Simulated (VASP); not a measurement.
Wanted: the native input for a VASP 6.6.1 run.

```
Task                   : single point
Functional             : PBE
Potentials or basis    : VASP PAW PBE potentials, release 64 (Ag, Cl)
Cutoff                 : 520 eV
k mesh                 : 8 × 8 × 8
Occupations            : gaussian, width 0.02 eV
Spin                   : no spin polarisation
Dipole correction      : no
Further INCAR settings : ALGO = Fast; EDIFF = 1e-07; NBANDS = 16
```

The structure of AgCl lies in POSCAR:

```
AgCl
1.0
    3.4339730000      0.0000000000      0.0000000000
    0.0000000000      3.4339730000      0.0000000000
    0.0000000000      0.0000000000      3.4339730000
Ag Cl
1 1
Direct
    0.0000000000      0.0000000000      0.0000000000
    0.5000000000      0.5000000000      0.5000000000
```

Measurements of this composition are mostly on another form, of space group No. 225.

The input as run:

INCAR

```
ALGO = Fast
EDIFF = 1E-7
ENCUT = 520
GGA = PE
ISIF = 2
ISMEAR = 0
LASPH = True
LCHARG = False
LREAL = False
LWAVE = False
NBANDS = 16
NELM = 100
PREC = Accurate
SIGMA = 0.02
```

KPOINTS

```
k-points
0
Gamma
  8 8 8
```

Potentials or basis: VASP PAW PBE potentials, release 64 (Ag, Cl).

Launch:

```sh
$ cat potpaw_PBE.64/Ag/POTCAR potpaw_PBE.64/Cl/POTCAR > POTCAR
$ mpirun -np 1 vasp_std > vasp.out
```

Results of the run:

```json
{"Pressure": "-0.3 GPa", "Band gap on the k mesh": "0.57 eV, indirect (least direct gap 2.08 eV)"}
```

Wall time 20 s on 1 thread of AMD EPYC 7R13 Processor (Zen 3), on a shared host, peak memory 0.13 GiB.
